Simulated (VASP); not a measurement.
# Au (Im-3m) in VASP: RPA correlation energy with PBE

Aim: the RPA correlation energy of Au with PBE.

Program: VASP 6.6.1. These are calculated values, not measurements. Logs are shortened: lines on timing, memory, paths and dates and some standing lists are left out, and cuts for length are marked.

## 1. Starting point

The structure is cubic, space group Im-3m (No. 229). Conventional cell: a = 3.241 Å, b = 3.241 Å, c = 3.241 Å, α = 90.00°, β = 90.00°, γ = 90.00°. Au (site symmetry m-3m) has 8 Au at 2.81 Å as nearest neighbours.

This isn't the form of Au at room conditions, which is fcc.

## 2. RPA correlation energy, PBE

POSCAR

```
Au
1.0
   -1.6204100000      1.6204100000      1.6204100000
    1.6204100000     -1.6204100000      1.6204100000
    1.6204100000      1.6204100000     -1.6204100000
Au
1
Direct
    0.0000000000      0.0000000000      0.0000000000
```

INCAR.step1

```
  ALGO = Normal
  EDIFF = 1E-8
  ENCUT = 450
  GGA = PE
  ISMEAR = 0
  LASPH = True
  LCHARG = False
  LREAL = False
  LWAVE = True
  NELM = 80
  PREC = Accurate
  SIGMA = 0.05
```

INCAR.step2

```
  AEXX = 1.0
  AGGAC = 0.0
  ALDAC = 0.0
  ALGO = EIGENVAL
  EDIFF = 1E-8
  ENCUT = 450
  GGA = PE
  ISMEAR = 0
  ISTART = 1
  LASPH = True
  LCHARG = False
  LHFCALC = True
  LREAL = False
  LWAVE = False
  NELM = 1
  PREC = Accurate
  PRECFOCK = Fast
  SIGMA = 0.05
```

INCAR.step3

```
  ALGO = Exact
  EDIFF = 1E-8
  ENCUT = 450
  GGA = PE
  ISMEAR = 0
  ISTART = 1
  LASPH = True
  LCHARG = False
  LOPTICS = True
  LREAL = False
  LWAVE = True
  NBANDS = 378
  NELM = 1
  PREC = Accurate
  SIGMA = 0.05
```

INCAR.step4

```
  ALGO = ACFDT
  EDIFF = 1E-8
  ENCUT = 450
  ENCUTGW = 250
  GGA = PE
  ISMEAR = 0
  ISTART = 1
  LASPH = True
  LCHARG = False
  LREAL = False
  LWAVE = False
  NBANDS = 378
  NELM = 80
  NOMEGA = 12
  PREC = Accurate
  PRECFOCK = Fast
  SIGMA = 0.05
```

KPOINTS

```
k-points
0
Gamma
  8 8 8
```

Potentials or basis: VASP PAW PBE potentials, release 64 (Au_GW).

On the command line:

```sh
> cat potpaw_PBE.64/Au_GW/POTCAR > POTCAR
> cp INCAR.step1 INCAR
> mpirun -np 1 vasp_std > vasp.out
> cp INCAR.step2 INCAR
> mpirun -np 1 vasp_std > vasp.out
> cp INCAR.step3 INCAR
> mpirun -np 1 vasp_std > vasp.out
> cp INCAR.step4 INCAR
> mpirun -np 1 vasp_std > vasp.out
```

OUTCAR:

```text
EDIFF = 1E-8
   ENCUT = 450
   ENCUTGW = 250
   GGA = PE
   ISMEAR = 0
   ISTART = 1
   LASPH = True
   LREAL = False
   NELM = 80
   PREC = Accurate
   PRECFOCK = Fast

 ion  position               nearest neighbor table
   1  0.000  0.000  0.000-

  LATTYP: Found a body centered cubic cell.
 ALAT       =     3.2408200000

  Lattice vectors:

 A1 = (  -1.6204100000,   1.6204100000,   1.6204100000)
 A2 = (   1.6204100000,  -1.6204100000,   1.6204100000)
 A3 = (   1.6204100000,   1.6204100000,  -1.6204100000)

Analysis of symmetry for initial positions (statically):
=====================================================================
 Subroutine PRICEL returns:
 Original cell was already a primitive cell.

 Routine SETGRP: Setting up the symmetry group for a
 body centered cubic supercell.

 Subroutine GETGRP returns: Found 48 space group operations
 (whereof 48 operations were pure point group operations)
 out of a pool of 48 trial point group operations.

The static configuration has the point symmetry O_h .

Analysis of symmetry for dynamics (positions and initial velocities):
=====================================================================
 Subroutine PRICEL returns:
 Original cell was already a primitive cell.

 Routine SETGRP: Setting up the symmetry group for a
 body centered cubic supercell.

 Subroutine GETGRP returns: Found 48 space group operations
 (whereof 48 operations were pure point group operations)
 out of a pool of 48 trial point group operations.

The dynamic configuration has the point symmetry O_h .

 Subroutine INISYM returns: Found 48 space group operations
 (whereof 48 operations are pure point group operations),
 and found     1 'primitive' translations

----------------------------------------------------------------------------------------

                                     Primitive cell

  volume of cell :      17.0190

  direct lattice vectors                    reciprocal lattice vectors
    -1.620410000  1.620410000  1.620410000     0.000000000  0.308563882  0.308563882
     1.620410000 -1.620410000  1.620410000     0.308563882  0.000000000  0.308563882
     1.620410000  1.620410000 -1.620410000     0.308563882  0.308563882  0.000000000

  length of vectors
     2.806632449  2.806632449  2.806632449     0.436375227  0.436375227  0.436375227

  position of ions in fractional coordinates (direct lattice)
     0.000000000  0.000000000  0.000000000

  ion indices of the primitive-cell ions
   primitive index   ion index
                 1           1

----------------------------------------------------------------------------------------

 KPOINTS: k-points

Automatic generation of k-mesh.
 Grid dimensions read from file:
 generate k-points for:    8    8    8

 Generating k-lattice:

  Cartesian coordinates                     Fractional coordinates (reciprocal lattice)
     0.000000000  0.038570485  0.038570485     0.125000000  0.000000000  0.000000000
     0.038570485  0.000000000  0.038570485     0.000000000  0.125000000  0.000000000
     0.038570485  0.038570485  0.000000000     0.000000000  0.000000000  0.125000000

  Length of vectors
     0.054546903  0.054546903  0.054546903

  Shift w.r.t. Gamma in fractional coordinates (k-lattice)
     0.000000000  0.000000000  0.000000000

 Subroutine IBZKPT returns following result:
 ===========================================

 Found     29 irreducible k-points:

 Following reciprocal coordinates:
            Coordinates               Weight
  0.000000  0.000000  0.000000      1.000000
  0.125000  0.000000  0.000000     12.000000
  0.250000  0.000000  0.000000     12.000000
  0.375000  0.000000  0.000000     12.000000
  0.500000  0.000000  0.000000      6.000000
  0.125000  0.125000  0.000000     24.000000
[... 16 lines left out ...]
 -0.250000  0.250000  0.250000      6.000000
 -0.375000  0.375000  0.250000     24.000000
 [... further k-points ...]
   k-points           NKPTS =     29   k-points in BZ     NKDIM =    512   number of bands    NBANDS=    378
   number of dos      NEDOS =    301   number of ions     NIONS =      1
   total plane-waves  NPLWV =   8000
   dimension x,y,z NGX =    20 NGY =   20 NGZ =   20
   dimension x,y,z NGXF=    40 NGYF=   40 NGZF=   40
   ions per type =               1
   NGX,Y,Z   is equivalent  to a cutoff of  11.85, 11.85, 11.85 a.u.
   NGXF,Y,Z  is equivalent  to a cutoff of  23.69, 23.69, 23.69 a.u.
 SYSTEM =  unknown system
   PREC   = accura    normal or accurate (medium, high low for compatibility)
   ISTART =      1    job   : 0-new  1-cont  2-samecut
   ICHARG =      0    charge: 1-file 2-atom 10-const
   ISPIN  =      1    spin polarized calculation?
   LNONCOLLINEAR =      F non collinear calculations
   LSORBIT =      F    spin-orbit coupling
   LASPH  =      T    aspherical Exc in radial PAW
   ENCUT  =  450.0 eV  33.07 Ry    5.75 a.u.   4.85  4.85  4.85*2*pi/ulx,y,z
   NELM   =     80;   NELMIN=  2; NELMDL=  0     # of ELM steps
   EDIFF  = 0.1E-07   stopping-criterion for ELM
   LREAL  =      F    real-space projection
   EDIFFG = 0.1E-06   stopping-criterion for IOM
   NSW    =      0    number of steps for IOM
   IBRION =     -1    ionic relax: 0-MD 1-quasi-New 2-CG
   NFREE  =      0    steps in history (QN), initial steepest desc. (CG)
   ISIF   =      0    stress and relaxation
   ISYM   =      3    0-nonsym 1-usesym 2-fastsym
   POTIM  = 0.5000    time-step for ionic-motion
   TEBEG  =    0.0;   TEEND  =   0.0 temperature during run
   PSTRESS=    0.0 pullay stress
   NELECT =      11.0000    total number of electrons
   NUPDOWN=      -1.0000    fix difference up-down
   EMIN   =  10.00;   EMAX   =-10.00  energy-range for DOS
   EFERMI =   0.00;   METHOD = LEGACY
   ISMEAR =     0;   SIGMA  =   0.05  broadening in eV -4-tet -1-fermi 0-gaus
   EFERMI_NEDOS =   21; number of points for ismear=-14 and -15
   IALGO  =     38    algorithm
   IMIX   =      4    mixing-type and parameters
     AMIX     =   0.40;   BMIX     =  1.00
     AMIX_MAG =   1.60;   BMIX_MAG =  1.00
  volume/ion in A,a.u.               =      17.02       114.85
  Fermi-wavevector in a.u.,A,eV,Ry     =   1.415449  2.674810 27.259206  2.003495
  Thomas-Fermi vector in A             =   2.536886
   LORBIT       =      0    0 simple, 1 ext, 2 COOP (PROOUT), +10 PAW based schemes
   GGA     = PE    functional components
   LHFCALC =     T    Hartree Fock is set to
   PRECFOCK=fast      Normal, Fast or Accurate (Low or Medium for compatibility)
   ENCUT4O =  -1.0   cutoff for four orbital integrals eV
   NKREDX  =     1    reduce k-point grid by
   NKREDY  =     1    reduce k-point grid by
   NKREDZ  =     1    reduce k-point grid by
   AEXX    =    1.0000 exact exchange contribution
   HFSCREEN=    0.0000 screening length (either q_TF or 0.3 A-1)
   HFSCREENC=   0.0000 screening length for correlation (either q_TF or 0.3 A-1)
   ENCUTFOCK=  -1.0 apply spherical cutoff to Coloumb kernel
   IVDW    =     0    specifies the selected vdW correction
   LEPSILON=     F    determine dielectric tensor
   LRPA    =     F    only Hartree local field effects (RPA)
   LRPAFORCE           =     F    calculate RPA forces
   ENCUTGW             = 250.0    cutoff for response function in eV
   ENCUTGWSOFT         = 200.0    soft cutoff for Coulomb kernel in GW response function in eV
   ENCUTLF             =  -1.0    cutoff for local field effects
   NELMGW              =     1    number of iterations in solving QP/BSE equation
   NELMHF              =     1    number of iterations in the inner HF iteration
   NKREDLFX            =     1    NKREDLFY  =   1   NKREDLFZ  =   1
 non-spin polarized calculation
 Gauss-broadening in eV      SIGMA  =   0.05
  energy-cutoff  :      450.00
  volume of cell :       17.02
 maximum number of plane-waves:       378
  NGX = 14; NGY = 14; NGZ = 14
   NGX =  9   NGY =  9   NGZ =  9
 maximum number of plane-waves:       164

      cutoff energy     smooth cutoff   RPA   correlation   Hartree contr. to MP2
---------------------------------------------------------------------------------
            250.000           200.000      -15.4445930569      -28.8807225465
            238.095           190.476      -15.3929262076      -28.8202945331
            226.757           181.406      -15.3387029959      -28.7568843450
            215.959           172.768      -15.2822925271      -28.6909055580
            205.676           164.541      -15.2237916583      -28.6224328506
            195.882           156.705      -15.1635674319      -28.5519581866
            186.554           149.243      -15.1017019246      -28.4797737689
            177.670           142.136      -15.0383456090      -28.4063099274
  linear regression
  converged value                          -16.0449369949      -29.5820448998
```

It took 44 min on 1 thread of Intel Xeon Platinum 8488C (Sapphire Rapids), shared host; peak memory 1.4 GiB.

Results:

```yaml
Band_gap_on_the_k_mesh_mean-field_level: none (metal or under the smearing width)
RPA_correlation_energy: -16.045 eV/atom
RPA_total_energy_per_cell: -18.672 eV
RPA_correlation_energy_per_cell: -16.045 eV
```

Levels at points of the mesh, in eV from the Fermi level:
```tsv
k point	band 2	band 3	band 4	band 5	band 6	band 7	band 8	band 9
(0.00, 0.00, 0.00)	-5.14	-5.14	-5.14	-3.20	-3.20	16.26	16.26	16.26
(0.50, 0.00, 0.00)	-6.23	-3.34	-2.99	-1.64	-0.87	3.34	12.16	13.70
(0.50, 0.50, 0.50)	-7.10	-2.03	-2.03	-2.03	6.09	6.09	6.09	9.53
```

Caveat: the ground state has no gap, which makes the many-body step unreliable. Spin-orbit coupling is left out, which matters for the levels of Au.
